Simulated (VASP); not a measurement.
**Nb: work function with PBE**

Nb, a sheet with vacuum:

```
Nb
1.0
     2.55868    0.00000    0.00000
     0.00000    2.55861    0.00000
     0.00000    0.00000   23.80000
Nb
1
Direct
  0.00000 0.50000 0.29412
```

The cell was built by a generator and needn't be a form met in nature.

```
Program                : VASP 6.6.1
Task                   : work function
Functional             : PBE
Potentials or basis    : VASP PAW PBE potentials, release 64 (Nb_sv)
Cutoff                 : 520 eV
k mesh                 : 10 × 10 × 1
Occupations            : fermi-dirac, width 0.05 eV
Spin                   : no spin polarisation
Dipole correction      : yes
Further INCAR settings : ALGO = Normal; EDIFF = 1e-07; EFIELD = -0.1
```

- Band gap on the k mesh: none (metal or under the smearing width)
- Work function of the upper face: 5.51 eV
- Work function of the lower face: 4.21 eV

Levels at points of the mesh, in eV from the Fermi level:
| k point | band 2 | band 3 | band 4 | band 5 | band 6 | band 7 | band 8 | band 9 | band 10 |
| --- | --- | --- | --- | --- | --- | --- | --- | --- | --- |
| (0.00, 0.00, 0.00) | -30.85 | -29.60 | -29.60 | -4.09 | -3.06 | -1.12 | 0.73 | 4.27 | 4.79 |
| (0.50, 0.00, 0.00) | -31.87 | -30.55 | -29.38 | -2.29 | -1.86 | 1.55 | 2.44 | 2.98 | 4.76 |
| (0.00, 0.50, 0.00) | -31.87 | -30.55 | -29.38 | -2.29 | -1.86 | 1.55 | 2.44 | 2.98 | 4.76 |
| (0.50, 0.50, 0.00) | -31.52 | -31.52 | -30.28 | -4.32 | -0.55 | -0.55 | 3.21 | 9.09 | 9.40 |

It took 36 s on 1 thread of Intel(R) Xeon(R) 6975P-C (Granite Rapids), on a shared host, peak memory 0.26 GiB.
